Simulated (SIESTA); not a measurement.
# SIESTA run on Li2O (Fm-3m, 3 atoms in the cell): self-consistent single point

Level of theory: GGA PBE, numerical atomic orbitals TZP, PseudoDojo PBE standard norm-conserving potentials (rewritten from UPF to PSML) (SIESTA 5.4.2).

This input was run:

```
# files in the folder: Li.psml O.psml (PseudoDojo PBE standard)
SystemName  Li2O
SystemLabel li2o

NumberOfAtoms                3
NumberOfSpecies              2
%block ChemicalSpeciesLabel
  1 3 Li
  2 8 O
%endblock ChemicalSpeciesLabel
LatticeConstant              3.265200 Ang
%block LatticeVectors
     0.000000000    0.707106762    0.707106762
     0.707106762    0.000000000    0.707106762
     0.707106762    0.707106762    0.000000000
%endblock LatticeVectors
AtomicCoordinatesFormat      Fractional
%block AtomicCoordinatesAndAtomicSpecies
     0.250000000    0.250000000    0.250000000  1
     0.750000000    0.750000000    0.750000000  1
     0.000000000    0.000000000    0.000000000  2
%endblock AtomicCoordinatesAndAtomicSpecies

XC.functional                GGA
XC.authors                   PBE
PAO.BasisSize                TZP
PAO.EnergyShift              0.01 Ry
PAO.Polarization.NonPerturbative true
MeshCutoff                   400 Ry
%block kgrid.MonkhorstPack
   12   0   0  0.0
    0  12   0  0.0
    0   0  12  0.0
%endblock kgrid.MonkhorstPack
OccupationFunction           FD
ElectronicTemperature        116.05 K

MaxSCFIterations             150
SCF.Mixer.Method             Broyden
SCF.Mixer.Weight             0.25
SCF.Mixer.History            8
SCF.DM.Tolerance             1.0E-05
Diag.ParallelOverK           true
WriteForces                  true
Charge.Mulliken              end
```

Output, abridged:

```
reinit: Reading from file input.fdf

reinit: System Name: Li2O
reinit: System Label: li2o

coor:   Atomic-coordinates input format  =     Fractional

siesta: Atomic coordinates (Bohr) and species
siesta:      2.18154   2.18154   2.18154  1        1
siesta:      6.54463   6.54463   6.54463  1        2
siesta:      0.00000   0.00000   0.00000  2        3

siesta: System type = bulk

initatomlists: Number of atoms, orbitals, and projectors:      3    31    29

siesta: ******************** Simulation parameters ****************************
redata: Spin configuration                          = none
redata: Time-Reversal Symmetry                      = T
redata: Number of Atomic Species                    =        2
redata: Mesh Cutoff                                 =   400.0000 Ry
redata: Net charge of the system                    =     0.0000 |e|
redata: Min. number of SCF Iter                     =        0
redata: Max. number of SCF Iter                     =      150
redata: SCF convergence failure will abort job
redata: SCF mix quantity                            = Hamiltonian
redata: Mix DM or H after convergence               =   F
redata: Recompute H after scf cycle                 =   F
redata: Mix DM in first SCF step                    =   T
redata: No kicks to SCF
redata: DM Mixing Weight for Kicks                  =     0.5000
redata: Require Harris convergence for SCF          =   F
redata: Harris energy tolerance for SCF             =     0.000100 eV
redata: Require DM convergence for SCF              =   T
redata: DM tolerance for SCF                        =     0.000010
redata: Require EDM convergence for SCF             =   F
redata: EDM tolerance for SCF                       =     0.001000 eV
redata: Require H convergence for SCF               =   T
redata: Hamiltonian tolerance for SCF               =     0.001000 eV
redata: Require (free) Energy convergence for SCF   =   F
redata: (free) Energy tolerance for SCF             =     0.000100 eV
redata: Using DFT-D3 dispersion                     =   F
redata: Using Saved Data (generic)                  =   F
redata: Method of Calculation                       = Diagonalization
redata: Electronic Temperature                      =   116.0500 K
redata: Number of TDED substeps                     =        3
redata: Dynamics option                             = Single-point calculation
redata: Save all siesta data in one NC              =   F
redata: ***********************************************************************

%block SCF.Mixers
  Broyden
%endblock SCF.Mixers

%block SCF.Mixer.Broyden
  # Mixing method
  method broyden

  # Mixing options
  weight 0.2500
  weight.linear 0.2500
  weight.prime 0.2500
  history 8
%endblock SCF.Mixer.Broyden

DM_history_depth set to one: no extrapolation allowed by default for geometry relaxation
Size of DM history Fstack: 1
Total number of electrons:    12.000000
Total ionic charge:    12.000000

* ProcessorY, Blocksize:    1  32

* Orbital distribution balance (max,min):    31    31

k-point displ. along   1 input, could be:     0.00    0.50
k-point displ. along   2 input, could be:     0.00    0.50
k-point displ. along   3 input, could be:     0.00    0.50
 Kpoints in:         1008 . Kpoints trimmed:          948

siesta: k-grid: Number of k-points = 948
siesta: k-points from Monkhorst-Pack grid
siesta: k-cutoff (effective) =    19.591 Ang
siesta: k-point supercell and displacements
siesta: k-grid:    12     0     0      0.000
siesta: k-grid:     0    12     0      0.000
siesta: k-grid:     0     0    12      0.000

diag: Algorithm                                     = D&C
diag: Parallel over k                               =   F
diag: Use parallel 2D distribution                  =   F
diag: Parallel block-size                           = 32
diag: Parallel distribution                         =     1 x     1
diag: Used triangular part                          = Lower
diag: Absolute tolerance                            =  0.100E-15
diag: Orthogonalization factor                      =  0.100E-05
diag: Memory factor                                 =  1.0000

superc: Internal auxiliary supercell:     7 x     7 x     7  =     343
superc: Number of atoms, orbitals, and projectors:   1029  10633   9947

                        Single-point calculation

superc: Internal auxiliary supercell:     7 x     7 x     7  =     343
superc: Number of atoms, orbitals, and projectors:   1029  10633   9947

outcell: Unit cell vectors (Ang):
        0.000000    2.308845    2.308845
        2.308845    0.000000    2.308845
        2.308845    2.308845    0.000000

outcell: Cell vector modules (Ang)   :    3.265200    3.265200    3.265200
outcell: Cell angles (23,13,12) (deg):     60.0000     60.0000     60.0000
outcell: Cell volume (Ang**3)        :     24.6158
new_DM -- step:     1
Initializing Density Matrix...

Attempting to read DM from file... Failed...
DM filled with atomic data:

InitMesh: MESH = 36 x 36 x 36 = 46656
InitMesh: Mesh cutoff (required, used) =   400.000   503.940 Ry

stepf: Fermi-Dirac step function

        iscf     Eharris(eV)        E_KS(eV)     FreeEng(eV)     dDmax    Ef(eV) dHmax(eV)
   scf:    1     -833.030183     -843.916323     -843.916323  0.892795-11.223053  6.632508
   scf:    2     -845.451003     -844.875122     -844.875122  0.094501-11.552723  1.735564
   scf:    3     -844.958033     -844.942076     -844.942076  0.035603-11.757978  0.283519
   scf:    4     -844.941709     -844.942661     -844.942661  0.023191-11.994492  0.172966
   scf:    5     -844.943190     -844.943367     -844.943367  0.005412-11.972059  0.049843
   scf:    6     -844.943473     -844.943428     -844.943428  0.001059-11.964047  0.020347
   scf:    7     -844.943447     -844.943440     -844.943440  0.000527-11.959500  0.006445
   scf:    8     -844.943441     -844.943441     -844.943441  0.000162-11.958119  0.002203
   scf:    9     -844.943441     -844.943441     -844.943441  0.000053-11.957756  0.000738
   scf:   10     -844.943441     -844.943441     -844.943441  0.000025-11.957647  0.000052
   scf:   11     -844.943441     -844.943441     -844.943441  0.000004-11.957617  0.000021

SCF Convergence by DM+H criterion
max |DM_out - DM_in|         :     0.0000043693
max |H_out - H_in|      (eV) :     0.0000213726
SCF cycle converged after 11 iterations

Using DM_out to compute the final energy and forces

siesta: E_KS(eV) =             -844.9434

siesta: E_KS - E_eggbox =      -844.9434

siesta: Atomic forces (eV/Ang):
     1    0.000235    0.000235    0.000235
     2   -0.000235   -0.000235   -0.000235
     3   -0.000000    0.000000    0.000000
   Tot   -0.000000   -0.000000   -0.000000
   Max    0.000235
   Res    0.000192    sqrt( Sum f_i^2 / 3N )
   Max    0.000235    constrained

Stress tensor Voigt[x,y,z,yz,xz,xy] (kbar):        5.63        5.63        5.63       -0.18       -0.18       -0.18
(Free)E + p*V (eV/cell)     -845.0300
Target enthalpy (eV/cell)     -844.9434

siesta: Program's energy decomposition (eV):
siesta: Ebs     =      -357.832241
siesta: Eions   =      1015.225803
siesta: Ena     =       109.273561
siesta: Ekin    =       591.588974
siesta: Enl     =      -323.221530
siesta: Eso     =         0.000000
siesta: Edftu   =         0.000000
siesta: DEna    =         0.870327
siesta: DUscf   =         0.600329
siesta: DUext   =         0.000000
siesta: Ex      =      -196.858807
siesta: Ec      =       -11.970492
siesta: Exc     =      -208.829298
siesta: Eharris =      -844.943441
siesta: Etot    =      -844.943441
siesta: FreeEng =      -844.943441

siesta: Stress tensor (static) (eV/Ang**3):
siesta:     0.003516   -0.000112   -0.000112
siesta:    -0.000112    0.003516   -0.000112
siesta:    -0.000112   -0.000112    0.003516

siesta: Cell volume =         24.615821 Ang**3

siesta: Pressure (static):
siesta:                Solid            Molecule  Units
siesta:          -0.00003829         -0.00003805  Ry/Bohr**3
siesta:          -0.00351580         -0.00349379  eV/Ang**3
siesta:          -5.63292839         -5.59766898  kBar

mulliken: Atomic and Orbital Populations:

Species: Li
Atom  Qatom  Qorb
               1s      2s      2s      2s      2py     2pz     2px
   1  2.711   1.958  -0.127   0.038   0.142   0.233   0.233   0.233
   2  2.711   1.958  -0.127   0.038   0.142   0.233   0.233   0.233

Species: O
Atom  Qatom  Qorb
               2s      2s      2s      2py     2pz     2px     2py     2pz
               2px     2py     2pz     2px     3dxy    3dyz    3dz2    3dxz
               3dx2-y2
   3  6.577   1.510  -0.209   0.416   1.493   1.493   1.493  -0.365  -0.365
             -0.365   0.485   0.485   0.485   0.006   0.006   0.001   0.006

              0.001

mulliken: Qtot =       12.000

Mulliken Atomic Populations:
Atom #   charge [q] valence [e]  Species
     1     0.288703    2.711297  Li
     2     0.288703    2.711297  Li
     3    -0.577406    6.577406  O
 Total     0.000000
```

The run converged in 11 iterations.

The starting cell has typed, rounded lattice constants, without a prior relaxation at this level. Its lattice was rescaled by a random factor within 2.5 % of one. Values carry the incompleteness of an atom-centred basis.

Cost on one core of a shared machine: roughly 70 s.
